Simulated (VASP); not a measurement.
The system is WC.

```
W C
1.0
     0.00000    2.88680    2.88680
     2.88680    0.00000    2.88680
     2.88680    2.88680    0.00000
W C
2 2
Direct
  0.50000 0.50000 0.50000
  0.75000 0.75000 0.75000
  0.00000 0.00000 0.00000
  0.25000 0.25000 0.25000
```

The cell was built by a generator and needn't be a form met in nature.

Program: VASP 6.6.1. Alike in all runs: potentials or basis VASP PAW PBE potentials, release 64 (W_sv, C); no spin polarisation; cell as given; cutoff (eV) 520; smearing fermi-dirac 0.05 eV. Hardware: 1 thread of Intel(R) Xeon(R) 6975P-C (Granite Rapids), with other jobs on the host.

Q: Order these runs on this cell by their wall time, lowest first.
A. task band structure; level PBE; k mesh 6 × 6 × 6; mesh quality not flagged
B. task single point; level PBE0(alpha); k mesh 4 × 4 × 4; share of exact exchange 0.25; grid for exact exchange (PRECFOCK) Fast; exchange at q = 0 truncated; mesh quality coarse
C. task band structure; level r2SCAN; k mesh 6 × 6 × 6; mesh quality not flagged
D. task single point; level PBE0(alpha); k mesh 4 × 4 × 4; share of exact exchange 0.05; grid for exact exchange (PRECFOCK) Fast; exchange at q = 0 truncated; mesh quality coarse

A: A (49 s), C (140 s), D (620 s), B (1300 s).

Caveats: some runs use coarse meshes.
